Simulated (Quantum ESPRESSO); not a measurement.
# TiSe under changes of volume

One of the cells (17.058 Å³/atom); the others are scaled copies at fixed shape and fractional positions:

```
Se Ti
1.0
     3.55900    0.00000    0.00000
    -1.77950    3.08218    0.00000
     0.00000    0.00000    6.22000
Se Ti
2 2
Cartesian
  1.7795 1.0274 4.6650
  0.0000 2.0548 1.5550
  0.0000 0.0000 3.1100
  0.0000 0.0000 0.0000
```

* Program: Quantum ESPRESSO 7.5
* Functional: LDA
* Potentials or basis: GBRV 1.5 LDA
* Cutoff: 612 eV
* Density cutoff: 4898 eV
* k mesh: 9 × 9 × 5
* Occupations: fermi-dirac, width 0.05 eV
* Spin: no spin polarisation

```tsv
volume (Å³/atom)	energy over the lowest point (meV/atom)	pressure (GPa)
16.034	5.85	4.3
16.375	0.00	1.3
16.716	0.30	-1.4
17.058	?	?
17.399	16.84	-6.1
17.740	31.96	-8.0
18.081	51.00	-9.7
```

Problem. What does the run at 17.058 Å³/atom give?

Solution. Energy over the lowest point 6.12 meV/atom; pressure -3.9 GPa.

Worked out: A Birch-Murnaghan fit of order 3 (a polynomial in V^(-2/3)) to the other rows has its minimum at 16.53 Å³/atom with B0 = V·E''(V) = 133 GPa and B' = 4.4 at fixed shape and positions, which overstates the stiffness. It gives 6.12 meV/atom at 17.058 Å³/atom, against the run's 6.12, and -dE/dV = -3.9 GPa, against -3.9.

Energies are extrapolated to zero smearing.
